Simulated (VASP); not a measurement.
# ZnS (F-43m): a series in biaxial strain in the (110) plane

How do the elastic response and the band edges of ZnS follow biaxial strain in the (110) plane?

Main program and level: VASP 6.6.1; LDA; plane waves and PAW (Zn, S), in the first sound run; inputs show where later runs differ.

Most raw output is cut from this account.

### 1. Starting point

The structure is cubic, space group F-43m (No. 216). The conventional cell has a = 5.410 Å, b = 5.410 Å, c = 5.410 Å, α = 90.00°, β = 90.00°, γ = 90.00°. Nearest to Zn lie 4 S at 2.34 Å. Nearest to S lie 4 Zn at 2.34 Å. Farther neighbours and most contacts between anions are not listed.

### 2. Relax the crystal, LDA

The series starts from the cell that this level prefers, so that zero strain is near zero stress.

This step took 2 runs in a row; the last is shown.

Level: LDA; plane waves and PAW (Zn, S).

File INCAR:

```
SYSTEM = ZnS
PREC = Accurate
ENCUT = 450
EDIFF = 1E-07
NELM = 120
ISMEAR = 0
SIGMA = 0.02
LREAL = .FALSE.
ALGO = Normal
GGA = CA
NBANDS = 15
LASPH = .TRUE.
LORBIT = 11
LWAVE = .FALSE.
LCHARG = .FALSE.
KPAR = 16
IBRION = 2
NSW = 40
ISIF = 3
EDIFFG = -0.005
POTIM = 0.4
```

File POSCAR:

```
ZnS
1.0
    0.0000000000      2.6503118738      2.6503118738
    2.6503118738      0.0000000000      2.6503118738
    2.6503118738      2.6503118738      0.0000000000
Zn S
1 1
Direct
    0.0000000000      0.0000000000      0.0000000000
    0.2500000000      0.2500000000      0.2500000000
```

File KPOINTS:

```
Automatic mesh
0
Gamma
10 10 10
0 0 0
```

The projector-augmented-wave data sets are Zn and S (LDA family, release 64).

Run with:

```sh
> mpirun -np 16 vasp_std
```

Wall time 2.4 s (16 MPI ranks of Intel Xeon 6975P-C (Granite Rapids), shared host); peak memory 2.4 GiB; 23 s of CPU time.

Read from the output:

* energy(sigma→0) of the program: -8.2075 eV
* stress, compression positive: -0.03 along [110], -0.03 across it (mean), GPa
* volume: 37.232 Å³
* ionic steps: 1

### 3. Strain along the normal, LDA

One member in full: the plane is strained by 1.5 %, and the strain along the normal is moved by secant steps until the normal stress is under 0.012 GPa or five steps are spent; the atoms relax at each step.

This step took 3 runs, each at a new trial strain with the atoms of the one before; the last is shown.

Level: LDA; plane waves and PAW (Zn, S); cell typed or built by script.

Edit INCAR of step 2 so:

```diff
@@ -15,7 +15,7 @@
 LCHARG = .FALSE.
-KPAR = 16
-IBRION = 2
-NSW = 40
-ISIF = 3
-EDIFFG = -0.005
-POTIM = 0.4
+KPAR = 4
+IBRION = 1
+NSW = 25
+ISIF = 2
+EDIFFG = -0.004
+POTIM = 0.3
```

File POSCAR:

```
ZnS
1.0
   -0.0349130870      2.6551534650      2.6900665520
    2.6551534650     -0.0349130870      2.6900665520
    2.6202403780      2.6202403780      0.0000000000
Zn S
1 1
Direct
    0.9975684566      0.9975684566      0.0024315434
    0.2524315434      0.2524315434      0.2475684566
```

KPOINTS is that of step 2.

Run with:

```sh
> mpirun -np 4 vasp_std
```

The job ended after 17 s (4 MPI ranks; peak memory 0.75 GiB).

This run gave:

* energy(sigma→0) of the program: -8.1997 eV
* stress, compression positive: 0.00 along [110], -2.36 across it (mean), GPa
* ionic steps: 3

### 4. Band edges, HSE06

Short lines in KPOINTS_OPT sample the zone centre along and across the normal of the plane, for masses, and the other valleys.

Level: HSE06; plane waves and PAW (Zn, S); cell typed or built by script.

File INCAR:

```
SYSTEM = ZnS
PREC = Accurate
ENCUT = 450
EDIFF = 1E-06
NELM = 100
ISMEAR = 0
SIGMA = 0.02
LREAL = .FALSE.
ALGO = Normal
LHFCALC = .TRUE.
AEXX = 0.25
GGA = PE
HFSCREEN = 0.2
LASPH = .TRUE.
NBANDS = 14
PRECFOCK = Fast
LWAVE = .FALSE.
LCHARG = .FALSE.
KPAR = 4
```

File POSCAR:

```
ZnS
1.0
   -0.0349130870      2.6551534650      2.6900665520
    2.6551534650     -0.0349130870      2.6900665520
    2.6202403780      2.6202403780      0.0000000000
Zn S
1 1
Direct
    0.9976635156      0.9976635156      0.0023364844
    0.2523364844      0.2523364844      0.2476635156
```

File KPOINTS:

```
Automatic mesh
0
Gamma
5 5 5
0 0 0
```

File KPOINTS_OPT:

```
Line mode
6
Line-mode
Reciprocal
  0.00000000   0.00000000   0.00000000
  0.01474403   0.01474403   0.02948806

  0.00000000   0.00000000   0.00000000
 -0.01513694   0.01513694   0.00000000

  0.31000000   0.31000000   0.00000000
  0.50000000   0.50000000   0.00000000

  0.00000000   0.31000000   0.31000000
  0.00000000   0.50000000   0.50000000

  0.45000000   0.45000000   0.45000000
  0.50000000   0.50000000   0.50000000

  0.45000000   0.00000000   0.00000000
  0.50000000   0.00000000   0.00000000

  0.42500000   0.42500000   0.00000000
  0.42472217   0.44612904   0.02085121

  0.50000000   0.50000000   0.50000000
  0.48486306   0.51513694   0.50000000
```

Run with:

```sh
> mpirun -np 4 vasp_std
```

The job ended after 3.2 min (4 MPI ranks; peak memory 1.1 GiB).

Read from the output:

| Quantity | Value |
| --- | --- |
| energy(sigma→0) of the program | -8.3723 eV |

### 5. All members

Hybrid runs start from orbitals of a short LDA run, not shown.

Runs beyond LDA use the data sets made with LDA; this shifts their levels slightly, and their total energies have another zero.

The other members went through these steps as far as the tables show, with the same cutoff and, step by step, the same mesh; 48 runs are not shown. The session took 2.6 core hours (wall time by ranks) on a shared machine.

```tsv
in-plane strain (%)	strain along the normal (%)	mean of the two in-plane stresses, tension positive (GPa)	energy above the unstrained row (meV/atom)	gap on the mesh, LDA (eV)
-2.000	1.636	-3.196	7.707	2.150
-1.500	1.203	-2.386	4.380	2.157
-1.000	0.792	-1.573	1.990	2.158
-0.500	0.381	-0.775	0.530	2.157
0	-0.016	0.021	0.000	2.150
0.500	-0.411	0.801	0.396	2.089
1.000	-0.785	1.582	1.694	2.026
1.500	-1.135	2.359	3.902	1.961
2.000	-1.480	3.113	6.997	1.894
```

Slopes at zero strain, from cubics through all rows: strain ratio -0.788, stress over strain 158 GPa.

Band edges at HSE06, counted from the valence-band top at Γ, with one row partly withheld:

```tsv
in-plane strain (%)	gap (eV)	conduction band at Γ (eV)	Δ or X valley along z (eV)	Δ or X valley along x (eV)	lowest conduction level at L, [111] (eV)	lowest conduction level at L, [-111] (eV)	second valence level below the top (eV)	third valence level below the top (eV)
-2.000	3.630	3.630	3.935	4.141	4.805	4.468	0.056	0.225
-1.500	?	?	4.036	4.172	4.775	4.530	0.039	0.166
-1.000	3.640	3.640	4.124	4.202	4.745	4.586	0.025	0.111
-0.500	3.639	3.639	4.200	4.232	4.716	4.640	0.011	0.054
0	3.632	3.632	4.260	4.260	4.687	4.688	0.001	0.001
0.500	3.567	3.568	4.252	4.232	4.604	4.679	0.046	0.056
1.000	3.500	3.501	4.232	4.206	4.524	4.666	0.091	0.109
1.500	3.431	3.431	4.206	4.182	4.446	4.650	0.136	0.158
2.000	3.359	3.359	4.170	4.157	4.369	4.630	0.181	0.208
```

Conduction masses, in electron masses:

```tsv
in-plane strain (%)	conduction mass at Γ, along the strain axis or the normal of the plane	conduction mass at Γ, across the strain axis or in the plane
-2.000	0.187	0.231
-1.500	0.191	0.223
-1.000	0.196	0.215
-0.500	0.201	0.210
0	0.204	0.204
0.500	0.209	0.198
1.000	0.212	0.193
1.500	0.217	0.189
2.000	0.221	0.184
```

### 6. A fit to the known rows

The quantity to fit is the conduction level at Γ above the mean of the three top valence levels at HSE06: 3.723, 3.685, 3.661, 3.633, 3.602, 3.567, 3.529, 3.489 eV in the rows shown.

A least-squares parabola through the 8 rows shown, with e the strain in %: E = − 0.006682 e² − 0.05872 e + 3.633 (eV), r.m.s. residual 2.8e-4 eV.

For the withheld row, e = -1.5, the fit gives 3.7060 eV.

### 7. Checking the prediction

The calculation gives 3.7066 eV, so the prediction is 0.0006 eV too low, more than twice the residual of the fit.

### 8. What came out

| Property | Result |
| --- | --- |
| ratio of normal to in-plane strain | -0.788 |
| biaxial modulus | 158 GPa |
| gap of the unstrained cell, HSE06 | 3.63 eV |
| slope at zero strain of the conduction level at Γ above the mean of the three top valence levels, HSE06 | -59 meV per % |
| error of the predicted row | -0.6 meV |

In words: As a check, the curvature of the energy gives 159 GPa for the same modulus (energy per volume = M × strain²), 0 % from the slope of the stress. At HSE06 the lowest conduction valley is Γ throughout, and the gap runs between 3.36 and 3.64 eV. Hole masses are left out throughout, since the top bands are degenerate or cross in many series; of conduction masses, those of the Γ, L and (for Si and Ge under (001) strain) Δ valleys are kept where they change by under an eighth between rows. A measured gap of unstrained ZnS is 3.85 eV (arxiv:0911.5022, direct gap E0 at Gamma, 19 K); the static gaps here belong to the lattice relaxed at LDA. HSE06 ran on a coarser mesh than the semilocal levels. Spin-orbit coupling is left out at HSE06, so the valence splittings there lack it. Δ or X levels are the lowest on their line, refined by a parabola unless they lie at X; the gap is read from all points sampled and can differ from the lowest valley by some meV, or by tens of meV where strain moves the valence top off Γ. Temperature, zero-point motion and excitons are left out.

[Lines on the potential files, build, host, timing and source positions are cut from VASP's logs without a mark.]

[Logs are printed without paths, hosts, clocks, repeated set-up lines and the standing remarks that a program may print on its own settings, such as how far it seeks lower states.]

[Hosts, paths, dates, database ids (printed as entryN), source tags and the programs' standing remarks are cut or masked in the printed files.]

[In band tables of VASP the shares of atoms and orbitals are scaled to a sum of 1 inside the atoms' spheres.]
